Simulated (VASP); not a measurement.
# AlN (P6_3mc) in VASP: dielectric tensor with HSE06

Aim: the dielectric tensor of AlN with HSE06.

Program: VASP 6.6.1. These are calculated values, not measurements. Logs are shortened: lines on timing, memory, paths and dates and some standing lists are left out, and cuts for length are marked.

**What was measured.**

“Self-assembly of well-separated AlN nanowires directly on sputtered metallic TiN films”, 2019, arxiv:1910.07391 quotes, for a bulk crystal of AlN at 10 K: band gap 6.034 eV (an exciton energy, a little under the gap).

The results are compared with them further down.

### 1 The structure

Symmetry: P6_3mc, No. 186, hexagonal system. Conventional cell: a = 3.113 Å, b = 3.113 Å, c = 4.981 Å, α = 90.00°, β = 90.00°, γ = 120.00°. Around Al (site symmetry 3m) lie 4 N at 1.89 Å. N (site symmetry 3m) is surrounded by 4 Al at 1.89 Å.

### 2 Dielectric tensor, HSE06

POSCAR

```
AlN
1.0
    3.1130000000      0.0000000000      0.0000000000
   -1.5565000000      2.6959370820      0.0000000000
    0.0000000000      0.0000000000      4.9810000000
Al N
2 2
Direct
    0.3333333333      0.6666666667      0.0000000000
    0.6666666667      0.3333333333      0.5000000000
    0.3333333333      0.6666666667      0.3800000000
    0.6666666667      0.3333333333      0.8800000000
```

INCAR.step1

```
SYSTEM = AlN
PREC     = Accurate       ! precision mode
ENCUT    = 520            ! plane-wave cutoff, eV
ISMEAR   = 0              ! smearing method
SIGMA    = 0.02           ! smearing width, eV
LREAL    = .False.        ! projectors in reciprocal space
LASPH    = .True.         ! aspherical terms in the spheres
NELM     = 80             ! most SCF steps
ALGO     = Normal         ! electronic algorithm
ISIF     = 2              ! what is computed and relaxed
LWAVE    = .True.         ! write WAVECAR
LCHARG   = .False.        ! write CHGCAR
GGA      = PE             ! functional
EDIFF    = 1E-5           ! SCF threshold, eV
KPAR     = 8
```

INCAR.step2

```
SYSTEM = AlN
PREC     = Accurate       ! precision mode
ENCUT    = 520            ! plane-wave cutoff, eV
EDIFF    = 1E-8           ! SCF threshold, eV
ISMEAR   = 0              ! smearing method
SIGMA    = 0.02           ! smearing width, eV
LREAL    = .False.        ! projectors in reciprocal space
LASPH    = .True.         ! aspherical terms in the spheres
NELM     = 80             ! most SCF steps
ALGO     = Normal         ! electronic algorithm
ISIF     = 2              ! what is computed and relaxed
LWAVE    = .False.        ! write WAVECAR
LCHARG   = .False.        ! write CHGCAR
GGA      = PE             ! functional
LHFCALC  = .True.         ! exact exchange
HFSCREEN = 0.2            ! screening, 1/A
PRECFOCK = Fast         
LCALCEPS = .True.       
ISTART   = 1            
KPAR     = 8
```

KPOINTS

```
regular mesh
0
Gamma
  6 6 4
  0 0 0
```

Potentials or basis: VASP PAW PBE potentials, release 64 (Al, N).

Run with:

```
> cat potpaw_PBE.64/Al/POTCAR potpaw_PBE.64/N/POTCAR > POTCAR
> cp INCAR.step1 INCAR
> mpirun -np 8 vasp_std > vasp.out
> cp INCAR.step2 INCAR
> mpirun -np 8 vasp_std > vasp.out
```

OUTCAR:

```text
SYSTEM = AlN
   PREC = Accurate
   ENCUT = 520
   EDIFF = 1E-8
   ISMEAR = 0
   LREAL = .False.
   LASPH = .True.
   NELM = 80
   ISIF = 2
   GGA = PE
   LHFCALC = .True.
   HFSCREEN = 0.2
   PRECFOCK = Fast
   ISTART = 1

 ion  position               nearest neighbor table
   1  0.333  0.667  0.000-   3 1.89   4 1.89   4 1.89   4 1.89   2 3.07   2 3.07   2 3.07   2 3.07
                             2 3.07   2 3.07
   2  0.667  0.333  0.500-   4 1.89   3 1.89   3 1.89   3 1.89   1 3.07   1 3.07   1 3.07   1 3.07
                             1 3.07   1 3.07
   3  0.333  0.667  0.380-   1 1.89   2 1.89   2 1.89   2 1.89
   4  0.667  0.333  0.880-   2 1.89   1 1.89   1 1.89   1 1.89

  LATTYP: Found a hexagonal cell.
 ALAT       =     3.1130000000
 C/A-ratio  =     1.6000642467

  Lattice vectors:

 A1 = (   3.1130000000,   0.0000000000,   0.0000000000)
 A2 = (  -1.5565000000,   2.6959370820,   0.0000000000)
 A3 = (   0.0000000000,   0.0000000000,   4.9810000000)

Analysis of symmetry for initial positions (statically):
=====================================================================
 Subroutine PRICEL returns:
 Original cell was already a primitive cell.

 Routine SETGRP: Setting up the symmetry group for a
 hexagonal supercell.

 Subroutine GETGRP returns: Found 12 space group operations
 (whereof  6 operations were pure point group operations)
 out of a pool of 24 trial point group operations.

The static configuration has the point symmetry C_3v.
 The point group associated with its full space group is C_6v.

Analysis of symmetry for dynamics (positions and initial velocities):
=====================================================================
 Subroutine PRICEL returns:
 Original cell was already a primitive cell.

 Routine SETGRP: Setting up the symmetry group for a
 hexagonal supercell.

 Subroutine GETGRP returns: Found 12 space group operations
 (whereof  6 operations were pure point group operations)
 out of a pool of 24 trial point group operations.

The dynamic configuration has the point symmetry C_3v.
 The point group associated with its full space group is C_6v.

 Subroutine INISYM returns: Found 12 space group operations
 (whereof  6 operations are pure point group operations),
 and found     1 'primitive' translations

[... 168 lines left out ...]
      5       4.2769      2.00000
      6       5.0039      2.00000
      7       5.0039      2.00000
      8       5.1976      2.00000
      9   10000.0000      0.00000
     10   10000.0000      0.00000
     11   10000.0000      0.00000
     12   10000.0000      0.00000
[... 331 lines left out ...]
 k-point    24 :      -0.5000    0.5000    0.0000
  band No.  band energies     occupation
      1      -9.3831      2.00000
      2      -8.6391      2.00000
      3      -0.6825      2.00000
      4       0.7010      2.00000
      5       1.5704      2.00000
      6       2.9295      2.00000
      7       3.3091      2.00000
      8       4.4690      2.00000
      9   10000.0000      0.00000
     10   10000.0000      0.00000
     11   10000.0000      0.00000
     12   10000.0000      0.00000

 [... further k-points ...]

------------------------ aborting loop because EDIFF is reached ----------------------------------------

            Ionic dipole moment: p[ion]=(     0.00000     0.00000    -0.99620 ) |e| Angst

 Total electronic dipole moment: p[elc]=(    -0.00000     0.00000    -0.42758 ) |e| Angst

 MACROSCOPIC STATIC DIELECTRIC TENSOR (including local field effects)
 ------------------------------------------------------
           4.087335     0.000000    -0.000000
          -0.000000     4.087335     0.000000
           0.000000     0.000000     4.247593
 ------------------------------------------------------

 PIEZOELECTRIC TENSOR (including local field effects) (e Angst)
          XX          YY          ZZ          XY          YZ          ZX
  --------------------------------------------------------------------------------
  x     0.00000    -0.00000     0.00000     0.00000    -0.00000     0.86454
  y     0.00000     0.00000     0.00000     0.00000     0.86454    -0.00000
  z     0.68188     0.68188    -1.04589     0.00000     0.00000     0.00000

 PIEZOELECTRIC TENSOR (including local field effects) (C/m^2)
          XX          YY          ZZ          XY          YZ          ZX
  --------------------------------------------------------------------------------
  x     0.00000    -0.00000     0.00000     0.00000    -0.00000     0.33135
  y     0.00000     0.00000     0.00000     0.00000     0.33135    -0.00000
  z     0.26135     0.26135    -0.40086     0.00000     0.00000     0.00000

 BORN EFFECTIVE CHARGES (including local field effects) (in |e|, cummulative output)
 ---------------------------------------------------------------------------------
 ion    1
    1     2.51376     0.00000     0.00000
    2     0.00000     2.51376     0.00000
    3     0.00000    -0.00000     2.65825
 ion    2
    1     2.51376     0.00000     0.00000
    2     0.00000     2.51376    -0.00000
    3     0.00000     0.00000     2.65825
 ion    3
    1    -2.51376     0.00000     0.00000
    2     0.00000    -2.51376     0.00000
    3     0.00000     0.00000    -2.65825
 ion    4
    1    -2.51376    -0.00000     0.00000
    2     0.00000    -2.51376     0.00000
    3     0.00000     0.00000    -2.65825

  FORCE on cell =-STRESS in cart. coord.  units (eV):
  Direction    XX          YY          ZZ          XY          YZ          ZX
  --------------------------------------------------------------------------------------
  -------------------------------------------------------------------------------------
  Total       -0.5940749     -0.5940749     -0.1721478      0.0000000      0.0000000     -0.0000000
  in kB      -22.7691262    -22.7691262     -6.5979136      0.0000000      0.0000000     -0.0000000
  external PRESSURE =     -17.3787220 kB  Pullay stress =       0.0000000 kB

 VOLUME and BASIS-vectors are now :
 -----------------------------------------------------------------------------
  energy-cutoff  :      520.00
  volume of cell :       41.80
      direct lattice vectors                 reciprocal lattice vectors
     3.113000000  0.000000000  0.000000000     0.321233537  0.185464269  0.000000000
    -1.556500000  2.695937082  0.000000000     0.000000000  0.370928538  0.000000000
     0.000000000  0.000000000  4.981000000     0.000000000  0.000000000  0.200762899

 POSITION                                       TOTAL-FORCE (eV/Angst)
 -----------------------------------------------------------------------------------
     -0.00000      1.79729      0.00000        -0.000000      0.000000     -0.128063
      1.55650      0.89865      2.49050         0.000000      0.000000     -0.128063
     -0.00000      1.79729      1.89278        -0.000000     -0.000000      0.128063
      1.55650      0.89865      4.38328        -0.000000      0.000000      0.128063
 -----------------------------------------------------------------------------------
    total drift:                               -0.000000     -0.000000      0.000156

  FREE ENERGIE OF THE ION-ELECTRON SYSTEM (eV)
  ---------------------------------------------------
  free  energy   TOTEN  =       -34.9538045982 eV

  energy  without entropy=      -34.9538045982  energy(sigma->0) =      -34.95380460
```

OUTCAR.step1:

```text
SYSTEM = AlN
   PREC = Accurate
   ENCUT = 520
   ISMEAR = 0
   LREAL = .False.
   LASPH = .True.
   NELM = 80
[... 544 lines left out ...]
      1.55650      0.89865      2.49050        -0.000000     -0.000000     -0.129998
     -0.00000      1.79729      1.89278        -0.000000     -0.000000      0.129998
      1.55650      0.89865      4.38328         0.000000     -0.000000      0.129998
 -----------------------------------------------------------------------------------
    total drift:                               -0.000000     -0.000000      0.000059

  FREE ENERGIE OF THE ION-ELECTRON SYSTEM (eV)
  ---------------------------------------------------
  free  energy   TOTEN  =       -29.7699239135 eV

  energy  without entropy=      -29.7699239135  energy(sigma->0) =      -29.76992391
```

Run time: 21 min. Hardware: 8 MPI ranks of AMD EPYC 7R13 (Zen 3), shared host; peak memory 0.37 GiB.

Results:

| Quantity | Value |
| --- | --- |
| Band gap on the k mesh | 5.59 eV, direct |
| Electronic dielectric tensor (diagonal) | 4.09, 4.09, 4.25 |
| Born charges (mean of the diagonal) | Al +2.56; N -2.56 e |

Levels at points of the mesh, in eV from the valence-band top:
```tsv
k point	band 6	band 7	band 8	band 9	band 10	band 11
(0.00, 0.00, 0.00)	-0.19	-0.19	0.00	5.59	8.15	12.49
(0.50, 0.00, 0.00)	-2.27	-1.89	-0.73	7.20	7.21	9.76
(0.00, 0.00, 0.50)	-0.57	-0.57	-0.57	7.97	7.97	12.04
(0.50, 0.00, 0.50)	-1.58	-1.47	-1.47	6.69	6.69	10.84
```

Electronic dielectric tensor:
```
4.09 0.00 0.00
0.00 4.09 0.00
0.00 0.00 4.25
```

Born effective charge tensors (e):
atom 1, Al
```
2.51 0.00 0.00
0.00 2.51 0.00
0.00 0.00 2.66
```
atom 2, Al
```
2.51 0.00 0.00
0.00 2.51 0.00
0.00 0.00 2.66
```
atom 3, N
```
-2.51  0.00  0.00
 0.00 -2.51  0.00
 0.00  0.00 -2.66
```
atom 4, N
```
-2.51  0.00  0.00
 0.00 -2.51  0.00
 0.00  0.00 -2.66
```

Dipole moments of the cell (e·Å, modulo the quantum): ionic 0.000, 0.000, -0.996; electronic 0.000, 0.000, -0.428

Caveat: the PAW data sets were made with another functional, which shifts forces and pressure a little.

### 3 Comparison with measurements

Step 2. Against the measured gap of AlN, 6.034 eV (an exciton energy, a little under the gap; 10 K; quoted in “Self-assembly of well-separated AlN nanowires directly on sputtered metallic TiN films”, 2019, arxiv:1910.07391), the calculated 5.59 eV is off by -0.44 eV. 2 values of this kind are on record (6.034 to 6.0343 eV); this one was drawn at random. The value is that of HSE06, without temperature or zero-point motion.
